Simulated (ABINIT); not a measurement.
Runs of ABINIT 10.8.3 (patched build) on MnO. Symmetry: Fm-3m, No. 225, cubic system. Conventional cell: a = 4.448 Å, b = 4.448 Å, c = 4.448 Å, α = 90.00°, β = 90.00°, γ = 90.00°. Mn (site symmetry m-3m) has 6 O at 2.22 Å as nearest neighbours. O (site symmetry m-3m) is surrounded by 6 Mn at 2.22 Å. The cell is a database's computed one.

```csv
task,level,potentials or basis,k mesh,mesh quality,gap on the mesh (eV),moment (μB)
band structure,LDA,JTH PAW LDA v2.0,10 × 10 × 10,not flagged,none,(a)
single point,LDA,JTH PAW LDA v2.0,8 × 8 × 8,not flagged,none,(b)
single point,PBEsol,JTH PAW PBE v2.0,8 × 8 × 8,not flagged,none,4.73
single point,PBEsol,JTH PAW PBE v2.0,6 × 6 × 6,coarse,none,4.71
single point,LDA,JTH PAW LDA v2.0,6 × 6 × 6,coarse,none,4.69
```

Alike in all rows: spin collinear, ferromagnetic start; cell as given; cutoff (eV) 626; smearing fermi-dirac 0.05 eV.

Q: Fill in the values left out.

A: (a) 4.59; (b) 4.62.

Caveats: some runs use coarse meshes; a cell with one magnetic atom can't hold antiferromagnetic order, which such compounds often take; semilocal functionals often make such compounds metallic where correlation or magnetic order opens a gap, which also shifts bond lengths.

A gap of «none» marks a metal or a gap under the smearing width.

Runs at the PBE level aren't shown here.
